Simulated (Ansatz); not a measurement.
# How far is this SnO from the hull?

All numbers below come from DFT PBE, scalar-relativistic, plane waves, PAW (Ansatz). All cells share a 420 eV cutoff and Γ-centred k meshes spaced at most about 0.3 Å⁻¹ (2π included). No spin polarisation.

Formation energies are uncorrected and refer to the elements' standard structures at the same level (O₂ as a molecule). The references include grey tin.

These are static total energies at zero pressure. Weakly bound directions are ill-defined at this level, which has no dispersion term (P6_3mc, P4/nmm), and this can change margins and order among such cells.

The competitors are the elements and 3 reference phases of this chemical system (from databases or known types: Sn3O4, SnO, SnO2), relaxed at the same level; other known phases may be missing.

The candidate was reached from: close-packed anion layers stacked AB.

```
Sn O
1.0
     3.36038    0.00000    0.00000
    -1.68019    2.91018    0.00000
     0.00000    0.00000    9.21605
Sn O
2 2
Direct
  0.33333 0.66667 0.38013
  0.66667 0.33333 0.88013
  0.33333 0.66667 0.99300
  0.66667 0.33333 0.49300
```

**Question.** Where does it stand against these competitors?

**Answer.** Not the lowest form: another structure of the same formula lies lower. Its formation energy is -0.949 eV/atom. The lowest competing phase at this composition is this:

| phase | space group | source | share of atoms | ΔE_f (eV/atom) |
| --- | --- | --- | --- | --- |
| SnO | P4/nmm (No. 129) | Materials Project | 1.0000 | -1.261 |

The candidate lies 0.31 eV/atom above this phase. The candidate matches no cell in the subsets of the Crystallography Open Database and the Materials Project at hand. The margin is far too high for a likely synthesis.
